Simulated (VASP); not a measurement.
**ZnS (F-43m) under a change of volume**

Wanted: the response of ZnS to a change of volume, as a table, with a fit that predicts a row left out.

Method: LDA; plane waves and PAW (Zn, S), in the first sound run; inputs show where later runs differ, in VASP 6.6.1.

**1. Set-up**

The structure is cubic, space group F-43m (No. 216). The conventional cell has a = 5.410 Å, b = 5.410 Å, c = 5.410 Å, α = 90.00°, β = 90.00°, γ = 90.00°. Zn has 4 S at 2.34 Å nearest. Nearest to S lie 4 Zn at 2.34 Å. Farther neighbours and most contacts between anions are not listed.

Structure file:

```xyz
2
Lattice="0.0000 2.7050 2.7050 2.7050 0.0000 2.7050 2.7050 2.7050 0.0000" Properties=species:S:1:pos:R:3 pbc="T T T"
Zn    0.0000    0.0000    0.0000
S     1.3525    1.3525    1.3525
```

**2. Relax the crystal, LDA**

The series starts from the cell that this level prefers, so that zero strain is near zero stress.

This step took 2 runs in a row; the last is shown.

Level: LDA; plane waves and PAW (Zn, S).

The input, INCAR:

```
SYSTEM = ZnS
PREC = Accurate
ENCUT = 450
EDIFF = 1E-07
NELM = 120
ISMEAR = 0
SIGMA = 0.02
LREAL = .FALSE.
ALGO = Normal
GGA = CA
NBANDS = 15
LASPH = .TRUE.
LORBIT = 11
LWAVE = .FALSE.
LCHARG = .FALSE.
KPAR = 16
IBRION = 2
NSW = 40
ISIF = 3
EDIFFG = -0.005
POTIM = 0.4
```

The input, POSCAR:

```
ZnS
1.0
    0.0000000000      2.6503118738      2.6503118738
    2.6503118738      0.0000000000      2.6503118738
    2.6503118738      2.6503118738      0.0000000000
Zn S
1 1
Direct
    0.0000000000      0.0000000000      0.0000000000
    0.2500000000      0.2500000000      0.2500000000
```

The input, KPOINTS:

```
Automatic mesh
0
Gamma
10 10 10
0 0 0
```

PAW data sets: Zn and S (LDA family, release 64).

Command:

```bash
> mpirun -np 16 vasp_std
```

Output:

```text
[banner, memory and clock lines left out]
running   16 mpi-ranks, on    1 nodes
[...]
|                                                                             |
|           W    W    AA    RRRRR   N    N  II  N    N   GGGG   !!!           |
|           W    W   A  A   R    R  NN   N  II  NN   N  G    G  !!!           |
|           W    W  A    A  R    R  N N  N  II  N N  N  G       !!!           |
|           W WW W  AAAAAA  RRRRR   N  N N  II  N  N N  G  GGG   !            |
|           WW  WW  A    A  R   R   N   NN  II  N   NN  G    G                |
|           W    W  A    A  R    R  N    N  II  N    N   GGGG   !!!           |
|                                                                             |
|     For optimal performance we recommend to set                             |
|       NCORE = 2 up to number-of-cores-per-socket                            |
|     NCORE specifies how many cores store one orbital (NPAR=cpu/NCORE).      |
|     This setting can greatly improve the performance of VASP for DFT.       |
[...]
|     Unfortunately you need to use the default for GW and RPA                |
|     calculations (for HF NCORE is supported but not extensively tested      |
|     yet).                                                                   |
|                                                                             |

 LDA part: xc-table for (Slater(with rela. corr.)+CA(PZ))
 , standard interpolation
 POSCAR, INCAR and KPOINTS ok, starting setup
[...]
entering main loop
       N       E                     dE             d eps       ncg     rms          rms(c)
DAV:   1     0.844924030625E+02    0.84492E+02   -0.83039E+03  1417   0.133E+03
DAV:   2    -0.297509783239E+01   -0.87468E+02   -0.82414E+02  1599   0.256E+02
DAV:   3    -0.858274073883E+01   -0.56076E+01   -0.55833E+01  1753   0.659E+01
DAV:   4    -0.864432556638E+01   -0.61585E-01   -0.61569E-01  1669   0.714E+00
[...]
DAV:  11    -0.820746683210E+01    0.32619E-05   -0.10281E-05  2185   0.683E-02    0.404E-03
DAV:  12    -0.820746695401E+01   -0.12191E-06   -0.12543E-06  1697   0.113E-02    0.155E-03
DAV:  13    -0.820746695555E+01   -0.15443E-08   -0.39806E-08  1062   0.174E-03
   1 F= -.82074670E+01 E0= -.82074670E+01  d E =-.820747E+01
[...]
reached required accuracy - stopping structural energy minimisation
```

Run time: 2.6 s. Hardware: 16 MPI ranks of Intel Xeon 6975P-C (Granite Rapids), shared host; peak memory 2.5 GiB; 23 s of CPU time.

The logs omit lines about the potential files and the build; timing stands in the text.

Parts of OUTCAR (step 2):

```text
  Total       -0.0065099     -0.0065099     -0.0065099     -0.0000000     -0.0000000      0.0000000
  in kB       -0.2801341     -0.2801341     -0.2801341     -0.0000000     -0.0000000      0.0000000
  external PRESSURE =      -0.2801341 kB  Pullay stress =       0.0000000 kB

 POSITION                                       TOTAL-FORCE (eV/Angst)
 -----------------------------------------------------------------------------------
      0.00000      0.00000      0.00000         0.000000      0.000000      0.000000
      1.32516      1.32516      1.32516        -0.000000     -0.000000     -0.000000
 -----------------------------------------------------------------------------------
    total drift:                                0.000001      0.000001      0.000001

  FREE ENERGIE OF THE ION-ELECTRON SYSTEM (eV)
  ---------------------------------------------------
  free  energy   TOTEN  =        -8.2074669555 eV

  energy  without entropy=       -8.2074669555  energy(sigma->0) =       -8.20746696

 reached required accuracy - stopping structural energy minimisation

[... 3 further parts left out ...]
[key lines of the parts left out:]
E-fermi :   2.5842
```

Numbers from this step:

```
energy(sigma→0) of the program : -8.2075 eV
stress, compression positive   : xx, yy, zz -0.03, -0.03, -0.03 GPa
volume                         : 37.232 Å³
ionic steps                    : 1
```

**3. Relax at fixed volume, LDA**

One member in full: the volume is scaled by 1.015, and the cell is held.

Level: LDA; plane waves and PAW (Zn, S).

INCAR: that of step 2 with these lines changed.

```diff
@@ -15,7 +15,8 @@
 LCHARG = .FALSE.
-KPAR = 16
+KPAR = 4
 IBRION = 2
 NSW = 40
-ISIF = 3
-EDIFFG = -0.005
+ISIF = 2
+EDIFFG = -0.004
 POTIM = 0.4
+MAXMIX = 40
```

The input, POSCAR:

```
ZnS
1.0
    0.0000000000      2.6634977221      2.6634977221
    2.6634977221      0.0000000000      2.6634977221
    2.6634977221      2.6634977221      0.0000000000
Zn S
1 1
Direct
    0.0000000000      0.0000000000      0.0000000000
    0.2500000000      0.2500000000      0.2500000000
```

KPOINTS is that of step 2.

Command:

```bash
> mpirun -np 4 vasp_std
```

Output:

```text
[banner, memory and clock lines left out]
running    4 mpi-ranks, on    1 nodes
[...]
LDA part: xc-table for (Slater(with rela. corr.)+CA(PZ))
 , standard interpolation
 POSCAR, INCAR and KPOINTS ok, starting setup
[...]
entering main loop
       N       E                     dE             d eps       ncg     rms          rms(c)
DAV:   1     0.813954199942E+02    0.81395E+02   -0.82902E+03  1418   0.132E+03
DAV:   2    -0.332820612966E+01   -0.84724E+02   -0.79265E+02  1592   0.251E+02
DAV:   3    -0.858373913650E+01   -0.52555E+01   -0.52330E+01  1739   0.638E+01
DAV:   4    -0.863893577383E+01   -0.55197E-01   -0.55187E-01  1718   0.683E+00
[...]
DAV:  11    -0.820560348789E+01    0.29355E-05   -0.85661E-06  2185   0.618E-02    0.365E-03
DAV:  12    -0.820560360823E+01   -0.12034E-06   -0.11335E-06  1683   0.927E-03    0.133E-03
DAV:  13    -0.820560360324E+01    0.49829E-08   -0.25455E-08  1083   0.146E-03
   1 F= -.82056036E+01 E0= -.82056036E+01  d E =-.820560E+01
[...]
reached required accuracy - stopping structural energy minimisation
```

Elapsed: 5 s, on 4 MPI ranks; peak memory 0.53 GiB.

OUTCAR, selected parts (step 3):

```text
  Total       -0.3024460     -0.3024460     -0.3024460     -0.0000000      0.0000000     -0.0000000
  in kB      -12.8224621    -12.8224621    -12.8224621     -0.0000000      0.0000000     -0.0000000
  external PRESSURE =     -12.8224621 kB  Pullay stress =       0.0000000 kB

 POSITION                                       TOTAL-FORCE (eV/Angst)
 -----------------------------------------------------------------------------------
      0.00000      0.00000      0.00000         0.000000      0.000000      0.000000
      1.33175      1.33175      1.33175        -0.000000     -0.000000     -0.000000
 -----------------------------------------------------------------------------------
    total drift:                                0.000001      0.000001      0.000001

  FREE ENERGIE OF THE ION-ELECTRON SYSTEM (eV)
  ---------------------------------------------------
  free  energy   TOTEN  =        -8.2056036032 eV

  energy  without entropy=       -8.2056036032  energy(sigma->0) =       -8.20560360

[... 2 parts as in an earlier step ...]

[... 2 further parts left out ...]
[key lines of the parts left out:]
E-fermi :   2.4607
```

This run gave:

- energy(sigma→0) of the program: -8.2056 eV
- stress, compression positive: xx, yy, zz -1.28, -1.28, -1.28 GPa
- ionic steps: 1

**4. Band edges, HSE06**

Short lines in KPOINTS_OPT sample the zone centre, for masses, and the other valleys.

Level: HSE06; plane waves and PAW (Zn, S).

The input, INCAR:

```
SYSTEM = ZnS
PREC = Accurate
ENCUT = 450
EDIFF = 1E-06
NELM = 100
ISMEAR = 0
SIGMA = 0.02
LREAL = .FALSE.
ALGO = Normal
LHFCALC = .TRUE.
AEXX = 0.25
GGA = PE
HFSCREEN = 0.2
LASPH = .TRUE.
NBANDS = 14
PRECFOCK = Fast
LWAVE = .FALSE.
LCHARG = .FALSE.
KPAR = 4
```

POSCAR is that of step 3.

The input, KPOINTS:

```
Automatic mesh
0
Gamma
5 5 5
0 0 0
```

The input, KPOINTS_OPT:

```
Line mode
6
Line-mode
Reciprocal
  0.00000000   0.00000000   0.00000000
  0.02119544   0.02119544   0.00000000

  0.00000000   0.00000000   0.00000000
 -0.00000000  -0.02119544  -0.02119544

  0.31000000   0.31000000   0.00000000
  0.50000000   0.50000000   0.00000000

  0.00000000   0.31000000   0.31000000
  0.00000000   0.50000000   0.50000000

  0.45000000   0.45000000   0.45000000
  0.50000000   0.50000000   0.50000000

  0.45000000   0.00000000   0.00000000
  0.50000000   0.00000000   0.00000000

  0.42500000   0.42500000   0.00000000
  0.42500000   0.44619544   0.02119544

  0.50000000   0.50000000   0.50000000
  0.48501256   0.51498744   0.50000000
```

Command:

```bash
> mpirun -np 4 vasp_std
```

Output:

```text
[banner, memory and clock lines left out]
running    4 mpi-ranks, on    1 nodes
[...]
|                                                                             |
|               ----> ADVICE to this user running VASP <----                  |
|                                                                             |
|     You enforced a specific xc type in the INCAR file but a different       |
|     [... a line on the potential file left out ...]
|     I HOPE YOU KNOW WHAT YOU ARE DOING!                                     |
|                                                                             |

 LDA part: xc-table for (Slater+PW92), standard interpolation
 found WAVECAR, reading the header
 POSCAR, INCAR and KPOINTS ok, starting setup
[...]
reading WAVECAR
 the WAVECAR file was read successfully
 initial charge from wavefunction
 entering main loop
       N       E                     dE             d eps       ncg     rms          rms(c)
DAV:   1    -0.842432258669E+01   -0.84243E+01   -0.12862E+00   370   0.357E+01    0.308E+00
DAV:   2    -0.837591002979E+01    0.48413E-01   -0.31149E-01   334   0.129E+01    0.211E+00
DAV:   3    -0.837411138841E+01    0.17986E-02   -0.32356E-02   352   0.334E+00    0.146E+00
DAV:   4    -0.837357495749E+01    0.53643E-03   -0.32178E-03   316   0.784E-01    0.910E-01
[...]
DAV:   9    -0.837336625003E+01    0.26720E-05   -0.12412E-06   224   0.100E-02    0.467E-02
DAV:  10    -0.837336503492E+01    0.12151E-05   -0.61090E-07   224   0.721E-03    0.236E-02
DAV:  11    -0.837336476686E+01    0.26806E-06   -0.23259E-07   188   0.445E-03
   1 F= -.83733648E+01 E0= -.83733648E+01  d E =-.316018E-18
 Start KPOINTS_OPT (optional k-point list driver)
k-point batch [1-10\48]
       N       E                     dE             ncg
DAV:   1     0.486376962736E+03    0.25233E+03      280
DAV:   3    -0.740368518590E+03   -0.10037E+03      304
DAV:   4    -0.742922608995E+03   -0.25541E+01      346
DAV:   5    -0.742956377630E+03   -0.33769E-01      400
DAV:   6    -0.742956941633E+03   -0.56400E-03      382
DAV:   7    -0.742956954366E+03   -0.12733E-04      382
DAV:   8    -0.742956954686E+03   -0.32028E-06      278
[...]
k-point batch [41-48\48]
       N       E                     dE             ncg
DAV:   1     0.151385127171E+04   -0.44249E+04      224
DAV:   2     0.670355973796E+03   -0.84350E+03      236
DAV:   3     0.610198864004E+03   -0.60157E+02      266
DAV:   4     0.609073540974E+03   -0.11253E+01      290
DAV:   5     0.609061150373E+03   -0.12391E-01      296
DAV:   6     0.609060927747E+03   -0.22263E-03      272
DAV:   7     0.609060922230E+03   -0.55172E-05      272
DAV:   8     0.609060922086E+03   -0.14396E-06      208
```

It took 3.5 min on 4 MPI ranks; peak memory 1 GiB.

From OUTCAR (step 4):

```text
  LATTYP: Found a face centered cubic cell.
 ALAT       =     5.3269954442

 Subroutine GETGRP returns: Found 24 space group operations
 (whereof 24 operations were pure point group operations)

The static configuration has the point symmetry T_d .

 Found     10 irreducible k-points:

   k-points           NKPTS =     10   k-points in BZ     NKDIM =    125   number of bands    NBANDS=     14

   dimension x,y,z NGX =    28 NGY =   28 NGZ =   28
   dimension x,y,z NGXF=    56 NGYF=   56 NGZF=   56

   ENCUT  =  450.0 eV  33.07 Ry    5.75 a.u.   6.52  6.52  6.52*2*pi/ulx,y,z

   NELECT =      18.0000    total number of electrons

  exchange ACFDT corr.  =         0.00000000  see jH, gK, PRB 81, 115126

 E-fermi :   1.9768

 k-point     1 :       0.0000    0.0000    0.0000
  band No.  band energies     occupation
    ...
      5      -5.6918      2.00000
      6      -5.6918      2.00000
      7       1.8595      2.00000
      8       1.8595      2.00000
      9       1.8595      2.00000
     10       5.4191      0.00000
     11       9.5242      0.00000
     12       9.5242      0.00000
     13       9.5242      0.00000
     14      15.1001      0.00000

 k-point     2 :       0.2000    0.0000    0.0000
  band No.  band energies     occupation
    ...
      5      -5.6932      2.00000
      6      -5.6932      2.00000
      7      -0.5074      2.00000
      8       1.4823      2.00000
      9       1.4823      2.00000
     10       6.6750      0.00000
     11       9.7663      0.00000
     12      10.0946      0.00000
     13      10.0946      0.00000
     14      14.1395      0.00000

 POSITION                                       TOTAL-FORCE (eV/Angst)
 -----------------------------------------------------------------------------------
      0.00000      0.00000      0.00000         0.000000     -0.000000      0.000000
      1.33175      1.33175      1.33175        -0.000000      0.000000     -0.000000
 -----------------------------------------------------------------------------------
    total drift:                                0.000133      0.000106      0.000078

  FREE ENERGIE OF THE ION-ELECTRON SYSTEM (eV)
  ---------------------------------------------------
  free  energy   TOTEN  =        -8.3733647669 eV

  energy  without entropy=       -8.3733647669  energy(sigma->0) =       -8.37336477

[... 1 part as in an earlier step ...]

[... 7 further parts left out ...]
```

Read from the output:

| Quantity | Value |
| --- | --- |
| energy(sigma→0) of the program | -8.3734 eV |

**5. The table**

Hybrid runs start from orbitals of a short LDA run, not shown.

Runs beyond LDA use the data sets made with LDA; this shifts their levels slightly, and their total energies have another zero.

The other members went through these steps as far as the tables show, with the same cutoff and, step by step, the same mesh; 26 runs are not shown. The session took 2.1 core hours (wall time by ranks) on a shared machine.

```csv
volume over the relaxed volume,volume (Å³/atom),pressure (GPa),energy above the unstrained row (meV/atom),"gap on the mesh, LDA (eV)"
0.940,17.499,6.116,20.977,2.438
0.955,17.779,4.392,11.601,2.364
0.970,18.058,2.799,5.132,2.291
0.985,18.337,1.329,1.338,2.220
1,18.616,-0.028,0.000,2.150
1.015,18.895,-1.282,0.932,2.082
1.030,19.175,-2.432,3.946,2.016
1.045,19.454,-3.491,8.910,1.951
1.060,19.733,-4.467,15.647,1.887
```

A cubic of the pressure in ln(V/V₀) through all rows has the slope −B at V₀: B = 87 GPa, and its curvature gives B′ = 4.4.

Band edges at HSE06, counted from the valence-band top at Γ, with one row partly withheld:

```csv
volume over the relaxed volume,gap (eV),conduction band at Γ (eV),Δ or X valley along z (eV),"lowest conduction level at L, [111] (eV)",second valence level below the top (eV),third valence level below the top (eV)
0.940,3.936,3.936,4.099,4.807,0.000,0.000
0.955,3.858,3.858,4.142,4.778,0.000,0.000
0.970,3.781,3.781,4.183,4.748,0.000,0.000
0.985,3.706,3.706,4.223,4.718,0.000,0.000
1,?,?,4.261,4.688,0.000,0.000
1.015,3.559,3.560,4.297,4.657,0.000,0.000
1.030,3.488,3.488,4.331,4.626,0.000,0.000
1.045,3.418,3.418,4.364,4.595,0.000,0.000
1.060,3.349,3.350,4.396,4.563,0.000,0.000
```

Conduction masses, in electron masses (the axis is [001]):

```csv
volume over the relaxed volume,"conduction mass at Γ, along the strain axis or the normal of the plane"
0.940,0.214
0.955,0.209
0.970,0.208
0.985,0.205
1,0.204
1.015,0.202
1.030,0.200
1.045,0.198
1.060,0.198
```

**6. Working out the slope**

The quantity to fit is the conduction level at Γ above the mean of the three top valence levels at HSE06: 3.936, 3.858, 3.781, 3.706, 3.560, 3.488, 3.418, 3.350 eV in the rows shown.

Fitting a parabola to the 8 known rows (u: logarithm of the volume ratio) gives E = 0.6196 u² − 4.879 u + 3.632 in eV; the residuals are 5.6e-5 eV r.m.s.

At u = 0 this predicts 3.6320 eV.

**7. Prediction against calculation**

The calculation gives 3.6321 eV, so the prediction is 0.0001 eV too low.

**8. Outcome**

```yaml
bulk_modulus: 87 GPa
de_d_ln_v_of_the_conduction_level_at_gamma_above_the_mean_of_the_three_top_valence_levels_hse06: -4.88 eV
error_of_the_predicted_row: -0.1 meV
```

In words: The slope of the energy gives 0.10 GPa at the relaxed volume where the pressure column has -0.03 GPa, a mark of the finite basis. At HSE06 the lowest conduction valley is Γ throughout, and the gap runs between 3.35 and 3.94 eV. Hole masses are left out throughout, since the top bands are degenerate or cross in many series; of conduction masses, those of the Γ, L and (for Si and Ge under (001) strain) Δ valleys are kept where they change by under an eighth between rows. HSE06 ran on a coarser mesh than the semilocal levels. Spin-orbit coupling is left out at HSE06, so the valence splittings there lack it. Δ or X levels are the lowest on their line, refined by a parabola unless they lie at X; the gap is read from all points sampled and can differ from the lowest valley by some meV, or by tens of meV where strain moves the valence top off Γ. Temperature, zero-point motion and excitons are left out.

[Lines on the potential files, build, host, timing and source positions are cut from VASP's logs without a mark.]

[Logs are printed without paths, hosts, clocks, repeated set-up lines and the standing remarks that a program may print on its own settings, such as how far it seeks lower states.]

[Hosts, paths, dates, database ids (printed as entryN), source tags and the programs' standing remarks are cut or masked in the printed files.]

[In band tables of VASP the shares of atoms and orbitals are scaled to a sum of 1 inside the atoms' spheres.]
